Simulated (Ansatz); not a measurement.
Runs of Ansatz 0.2.0 on HfN. Symmetry: Fm-3m, No. 225, cubic system. Conventional cell: a = 4.512 Å, b = 4.512 Å, c = 4.512 Å, α = 90.00°, β = 90.00°, γ = 90.00°. Hf (site symmetry m-3m) has 6 N at 2.26 Å as nearest neighbours. N (site symmetry m-3m) is surrounded by 6 Hf at 2.26 Å. 

```csv
task,potentials or basis,k mesh,cutoff (eV),smearing,basis error allowed,mesh quality,gap on the mesh (eV),pressure (GPa)
phonons,"all-electron LAPW, scalar-relativistic",10 × 10 × 10,368,fermi-dirac 0.05 eV,0.001 eV/atom,not flagged,none,-
density of states,all-electron PAW datasets made for the crystal,10 × 10 × 10,440,fermi-dirac 0.05 eV,-,not flagged,none,(a)
single point,"all-electron LAPW, scalar-relativistic",6 × 6 × 6,343,fermi-dirac 0.03 eV,0.001 eV/atom,coarse,none,-2.0
elastic constants,"all-electron LAPW, scalar-relativistic",8 × 8 × 8,368,fermi-dirac 0.05 eV,0.001 eV/atom,coarse,none,-1.6
```

Alike in all rows: level PBEsol; no spin polarisation; cell as given.

Q: Estimate the missing entries.

A: (a) -1.9.

Caveats: some runs use coarse meshes; a metal's response needs a denser mesh (some runs); the k mesh is thin for a metal, which can move the energy by tens of meV per atom (some runs); the program warned that the printed levels may be off, so bands, gaps and densities of states are rough (some runs); elastic constants of metals need much finer meshes, so these are rough (some runs).

A k mesh can miss the band edges, and the runs leave out spin-orbit coupling on Hf.

A gap of «none» marks a metal or a gap under the smearing width.

The runs don't all hold the same shells in valence.
